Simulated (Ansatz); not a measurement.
Runs of Ansatz 0.2.0 on Si. It takes space group Fd-3m (No. 227, cubic). The conventional cell has a = 5.444 Å, b = 5.444 Å, c = 5.444 Å, α = 90.00°, β = 90.00°, γ = 90.00°. Si (site symmetry -43m) has 4 Si at 2.36 Å as nearest neighbours. 

```tsv
task	level	cell	k mesh	cutoff (eV)	smearing	gap on the mesh (eV)	pressure (GPa)	relaxed volume (Å³/atom)
band structure	RPBE	as given	8 × 8 × 8	217	fermi-dirac 0.05 eV	(b)	2.9	-
relaxation of cell and atoms	PBEsol+D3(BJ)	relaxed	8 × 8 × 8	-	fermi-dirac 0.05 eV	0.48	0.0	(a)
band structure	PBEsol	as given	8 × 8 × 8	218	fermi-dirac 0.05 eV	0.52	-0.6	-
single point	PBEsol	as given	8 × 8 × 8	218	gaussian 0.1 eV	0.52	-0.6	-
elastic constants	PBEsol	as given	6 × 6 × 6	239	fermi-dirac 0.05 eV	(c)	-0.5	-
phonons	LDA	as given	6 × 6 × 6	240	fermi-dirac 0.05 eV	0.62	-	-
relaxation of cell and atoms	revPBE+D3(BJ)	relaxed	8 × 8 × 8	-	fermi-dirac 0.05 eV	0.62	0.0	19.61
relaxation of cell and atoms	BLYP+D4	relaxed	8 × 8 × 8	-	fermi-dirac 0.05 eV	0.83	0.0	19.93
```

Alike in all rows: potentials or basis all-electron LAPW, scalar-relativistic; no spin polarisation; basis error allowed 0.001 eV/atom.

**Question.** Fill in the values left out.

**Answer.** (a) 19.62; (b) 0.69; (c) 0.61.

A k mesh can miss the band edges.

Runs at the PBE level aren't shown here.
